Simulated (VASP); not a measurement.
# Rb (Fm-3m) in VASP: further runs

The runs below take Rb through single point, with PBE.

All numbers are computed with VASP 6.6.1; they aren't measurements. Logs are shortened: lines on timing, memory, paths and dates and some standing lists are left out, and cuts for length are marked.

## (1) The crystal as given

Symmetry: Fm-3m, No. 225, cubic system. Conventional cell: a = 7.043 Å, b = 7.043 Å, c = 7.043 Å, α = 90.00°, β = 90.00°, γ = 90.00°.

The cell was built by a generator and needn't be a form met in nature.

## (2) Single point, PBE

File INCAR:

```
SYSTEM = Rb
PREC = Accurate
ENCUT = 520
EDIFF = 1E-6
ISMEAR = 0
SIGMA = 0.05
LREAL = .False.
LASPH = .True.
NELM = 80
ALGO = Fast
ISIF = 2
LWAVE = .False.
LCHARG = .False.
GGA = PE
NBANDS = 10
```

File KPOINTS:

```
Automatic mesh
0
Gamma
  10 10 10
  0 0 0
```

File POSCAR:

```
Rb
1.0
    0.0000000000      3.5214788036      3.5214788036
    3.5214788036      0.0000000000      3.5214788036
    3.5214788036      3.5214788036      0.0000000000
Rb
1
Direct
    0.0000000000      0.0000000000      0.0000000000
```

Potentials or basis: VASP PAW PBE potentials, release 64 (Rb_sv).

Command:

```
> cat potpaw_PBE.64/Rb_sv/POTCAR > POTCAR
> mpirun -np 1 vasp_std > vasp.out
```

OUTCAR:

```text
SYSTEM = Rb
   PREC = Accurate
   ENCUT = 520
   EDIFF = 1E-6
   ISMEAR = 0
   LREAL = .False.
   LASPH = .True.
   NELM = 80
   ISIF = 2
   GGA = PE

 ion  position               nearest neighbor table
   1  0.000  0.000  0.000-

  LATTYP: Found a face centered cubic cell.
 ALAT       =     7.0429576072

  Lattice vectors:

 A1 = (   0.0000000000,   3.5214788036,   3.5214788036)
 A2 = (   3.5214788036,   0.0000000000,   3.5214788036)
 A3 = (   3.5214788036,   3.5214788036,   0.0000000000)

Analysis of symmetry for initial positions (statically):
=====================================================================
 Subroutine PRICEL returns:
 Original cell was already a primitive cell.

 Routine SETGRP: Setting up the symmetry group for a
 face centered cubic supercell.

 Subroutine GETGRP returns: Found 48 space group operations
 (whereof 48 operations were pure point group operations)
 out of a pool of 48 trial point group operations.

The static configuration has the point symmetry O_h .

Analysis of symmetry for dynamics (positions and initial velocities):
=====================================================================
 Subroutine PRICEL returns:
 Original cell was already a primitive cell.

 Routine SETGRP: Setting up the symmetry group for a
 face centered cubic supercell.

 Subroutine GETGRP returns: Found 48 space group operations
 (whereof 48 operations were pure point group operations)
 out of a pool of 48 trial point group operations.

The dynamic configuration has the point symmetry O_h .

 Subroutine INISYM returns: Found 48 space group operations
 (whereof 48 operations are pure point group operations),
 and found     1 'primitive' translations

----------------------------------------------------------------------------------------

                                     Primitive cell

  volume of cell :      87.3384

  direct lattice vectors                    reciprocal lattice vectors
     0.000000000  3.521478804  3.521478804    -0.141985804  0.141985804  0.141985804
     3.521478804  0.000000000  3.521478804     0.141985804 -0.141985804  0.141985804
     3.521478804  3.521478804  0.000000000     0.141985804  0.141985804 -0.141985804

  length of vectors
     4.980123084  4.980123084  4.980123084     0.245926627  0.245926627  0.245926627

  position of ions in fractional coordinates (direct lattice)
     0.000000000  0.000000000  0.000000000

  ion indices of the primitive-cell ions
   primitive index   ion index
                 1           1

[... 79 lines left out ...]
   POTIM  = 0.5000    time-step for ionic-motion
   TEBEG  =    0.0;   TEEND  =   0.0 temperature during run
   PSTRESS=    0.0 pullay stress
   NELECT =       9.0000    total number of electrons
   NUPDOWN=      -1.0000    fix difference up-down
   EMIN   =  10.00;   EMAX   =-10.00  energy-range for DOS
   EFERMI =   0.00;   METHOD = LEGACY
   ISMEAR =     0;   SIGMA  =   0.05  broadening in eV -4-tet -1-fermi 0-gaus
   EFERMI_NEDOS =   21; number of points for ismear=-14 and -15
   IALGO  =     68    algorithm
   IMIX   =      4    mixing-type and parameters
     AMIX     =   0.40;   BMIX     =  1.00
     AMIX_MAG =   1.60;   BMIX_MAG =  1.00
  volume/ion in A,a.u.               =      87.34       589.39
  Fermi-wavevector in a.u.,A,eV,Ry     =   0.767516  1.450394  8.014924  0.589080
  Thomas-Fermi vector in A             =   1.868089
   LORBIT       =      0    0 simple, 1 ext, 2 COOP (PROOUT), +10 PAW based schemes
   GGA     = PE    functional components
   LHFCALC =     F    Hartree Fock is set to
   AEXX    =    0.0000 exact exchange contribution
   IVDW    =     0    specifies the selected vdW correction
   LEPSILON=     F    determine dielectric tensor
   LRPA    =     F    only Hartree local field effects (RPA)
 non-spin polarized calculation
 RMM-DIIS sequential band-by-band and
 Gauss-broadening in eV      SIGMA  =   0.05
  energy-cutoff  :      520.00
  volume of cell :       87.34
 maximum number of plane-waves:      2397
 NGX is ok and might be reduce to    40
   NGX = 19   NGY = 19   NGZ = 19

 number of electron       9.0000000 magnetization

 Free energy of the ion-electron system (eV)
  ---------------------------------------------------
  ext. energy  EPLUGINS =         0.00000000
  ---------------------------------------------------
  free energy    TOTEN  =        -0.93506456 eV

  energy without entropy =       -0.93330838  energy(sigma->0) =       -0.93418647

 E-fermi :   0.0650     XC(G=0):  -5.5654

 val. band max:        0.0261673428   @ k =  -0.4000   0.1000   0.0000
 cond. band min:       0.0714744502   @ k =   0.5000   0.3000   0.1000
 fundamental gap:      0.0453071073
 Fermi energy:         0.0649901614

 k-point     1 :       0.0000    0.0000    0.0000
  band No.  band energies     occupation
      1     -28.7710      2.00000
      2     -12.8101      2.00000
      3     -12.8101      2.00000
      4     -12.8101      2.00000
      5      -1.9218      2.00000
      6       3.7348      0.00000
      7       3.7348      0.00000
      8       3.7348      0.00000
      9       5.1100      0.00000
     10       5.1100      0.00000
[... 287 lines left out ...]
 k-point    24 :       0.4000    0.3000    0.0000
  band No.  band energies     occupation
      1     -28.7660      2.00000
      2     -12.8931      2.00000
      3     -12.8439      2.00000
      4     -12.8406      2.00000
      5      -0.1760      2.00000
      6       2.0757      0.00000
      7       2.3871      0.00000
      8       4.2311      0.00000
      9       4.3260      0.00000
     10       5.9505      0.00000

 [... further k-points ...]

------------------------ aborting loop because EDIFF is reached ----------------------------------------

  FORCE on cell =-STRESS in cart. coord.  units (eV):
  Direction    XX          YY          ZZ          XY          YZ          ZX
  --------------------------------------------------------------------------------------
  -------------------------------------------------------------------------------------
  Total        0.0755397      0.0755397      0.0755397      0.0000000     -0.0000000      0.0000000
  in kB        1.3857370      1.3857370      1.3857370      0.0000000     -0.0000000      0.0000000
  external PRESSURE =       1.3857370 kB  Pullay stress =       0.0000000 kB

 VOLUME and BASIS-vectors are now :
 -----------------------------------------------------------------------------
  energy-cutoff  :      520.00
  volume of cell :       87.34
      direct lattice vectors                 reciprocal lattice vectors
     0.000000000  3.521478804  3.521478804    -0.141985804  0.141985804  0.141985804
     3.521478804  0.000000000  3.521478804     0.141985804 -0.141985804  0.141985804
     3.521478804  3.521478804  0.000000000     0.141985804  0.141985804 -0.141985804

 POSITION                                       TOTAL-FORCE (eV/Angst)
 -----------------------------------------------------------------------------------
      0.00000      0.00000      0.00000        -0.000000      0.000000     -0.000000
 -----------------------------------------------------------------------------------
    total drift:                               -0.000000     -0.000000     -0.000000

  FREE ENERGIE OF THE ION-ELECTRON SYSTEM (eV)
  ---------------------------------------------------
  free  energy   TOTEN  =        -0.9350645556 eV

  energy  without entropy=       -0.9333083755  energy(sigma->0) =       -0.93418647
```

Wall time 26 s (1 thread of Intel Xeon Platinum 8488C (Sapphire Rapids), shared host); peak memory 0.24 GiB.

What came out:

```yaml
Free_energy: -0.9351 eV
Pressure: 0.1 GPa
Band_gap_on_the_k_mesh: none (metal or under the smearing width)
```

## (3) Single point, PBE

This run uses another cell than the first one, of 87.69 Å³/atom, 1.004 times its volume.

File INCAR:

```
SYSTEM = Rb
PREC = Accurate ; ENCUT = 520
EDIFF = 1E-6 ; ISMEAR = 0
SIGMA = 0.05 ; LREAL = .False.
LASPH = .True. ; NELM = 80
ALGO = Normal ; ISIF = 2
LWAVE = .False. ; LCHARG = .True.
GGA = PE ; LELF = .True.
LVHAR = .True. ; NBANDS = 10
```

File KPOINTS:

```
regular mesh
0
Gamma
  10 10 10
  0 0 0
```

File POSCAR:

```
Rb
1.0
    0.0000000000      3.5261678621      3.5261678621
    3.5261678621      0.0000000000      3.5261678621
    3.5261678621      3.5261678621      0.0000000000
Rb
1
Direct
    0.0000000000      0.0000000000      0.0000000000
```

Potentials or basis: VASP PAW PBE potentials, release 64 (Rb_sv).

Command:

```
> cat potpaw_PBE.64/Rb_sv/POTCAR > POTCAR
> mpirun -np 1 vasp_std > vasp.out
```

It took 22 s on 1 thread of Intel Xeon Platinum 8488C (Sapphire Rapids), shared host; peak memory 0.24 GiB.

It converged, with:

- Free energy: -0.9354 eV
- Pressure: 0.1 GPa
- Band gap on the k mesh: none (metal or under the smearing width)

Levels at points of the mesh, in eV from the Fermi level:
```csv
k point,band 2,band 3,band 4,band 5,band 6,band 7,band 8,band 9
"(0.00, 0.00, 0.00)",-12.88,-12.88,-12.88,-1.98,3.67,3.67,3.67,5.04
"(0.50, 0.00, 0.00)",-12.98,-12.89,-12.89,0.17,0.72,3.45,3.45,5.75
"(0.50, 0.50, 0.00)",-12.98,-12.92,-12.92,0.65,1.50,1.85,4.65,4.65
```
